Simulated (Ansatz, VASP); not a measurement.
## Two plane-wave programs on SiGe

```
Ge Si
1.0
     3.85168    0.00000    0.00000
    -1.92584    3.33565    0.00000
     0.00000    0.00000    6.36360
Ge Si
2 2
Direct
  0.33333 0.66667 0.00039
  0.66667 0.33333 0.50039
  0.33333 0.66667 0.37461
  0.66667 0.33333 0.87461
```

Change from the starting cell: volume scaled by 0.96.

Alike in both runs: task single point; functional PBEsol; k mesh 8 × 8 × 4; occupations fermi-dirac, width 0.05 eV; no spin polarisation.

|  | VASP | Ansatz |
| --- | --- | --- |
| version | VASP 6.6.1 | Ansatz 0.2.0 |
| potentials or method | VASP PAW PBE potentials, release 64 (Ge_d, Si) | Ansatz PAW |
| plane-wave cutoff (eV) | 520 | 420 |
| valence electrons in the cell | 36 | 36 |

VASP gave:

```
gap on the k mesh at the Fermi level (eV)       : 0.28
least direct gap on the mesh (eV)               : 0.51
pressure (GPa)                                  : 3.3
largest component of the traceless stress (GPa) : 0.12
rms of the force components (eV/Å)              : 0.016
```

Task: What did Ansatz give for the same quantities?

Result: gap on the k mesh at the Fermi level (eV): 0.28; least direct gap on the mesh (eV): 0.51; pressure (GPa): 3.3; largest component of the traceless stress (GPa): 0.11; rms of the force components (eV/Å): 0.016.

Atom by atom the forces differ by 0.000 eV/Å (rms over components).

Caveats: the PAW data sets were made with another functional, which shifts forces and pressure a little (VASP); the PAW data sets come from PBE, with cores solved anew for the run's functional, which leaves a small shift of forces and pressure (Ansatz). A k mesh can miss the band edges.
